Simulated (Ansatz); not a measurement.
HfO₂: stiffness from a series of strains

```
CELL_PARAMETERS angstrom
0.00000 2.55750 2.55750
2.55750 0.00000 2.55750
2.55750 2.55750 0.00000
ATOMIC_POSITIONS crystal
Hf 0.00000 0.00000 0.00000
O 0.25000 0.25000 0.25000
O 0.75000 0.75000 0.75000
```

Atom numbers follow the list: Hf1, O2, O3.

The cell is COD entry 9009016, as deposited and not checked against the literature; nothing was relaxed.

No spin–orbit coupling, which matters for the heavy atoms here.

The calculation used Ansatz 0.2.0, DFT, PBE, all-electron LAPW, scalar-relativistic.

The runs use a Γ-centred 9×9×9 k mesh, Fermi–Dirac smearing of 0.01 eV, basis error target 1 meV/atom, no spin polarisation.

The strain is applied along the Cartesian axes of the cell as listed (the other components stay zero). Fractional coordinates are held (clamped ions).

σ is the change of stress from the unstrained cell, which is at -2.46 GPa; tension is positive, so slopes are stress–strain coefficients at that pressure.

Only quantities that a quadratic follows smoothly over the whole series are listed; rougher ones are left out.

```
    εzz  σzz (GPa)  σxx (GPa)
-0.0300     -17.07      -3.02
-0.0100      -5.44      -0.92
 0.0000       0.00       0.00
 0.0100       5.21       0.83
 0.0200      10.21       1.59
 0.0300      15.00       2.26
```

(1) Fit the series and read off the stiffness at zero strain.

(2) One run, at εzz = -0.0200, is withheld. Predict its row.

Answers

(1) Least-squares fits y = p0 + p1 x + p2 x² to the rows give σzz (GPa): p1 = 534, p2 = -1200; σxx (GPa): p1 = 88, p2 = -420. So C11 = 534 GPa and C12 = 88 GPa, which gives B = (C11 + 2 C12)/3 = 237 GPa.

(2) The fits give -11.15, -1.93; the run gave -11.12, -1.92.
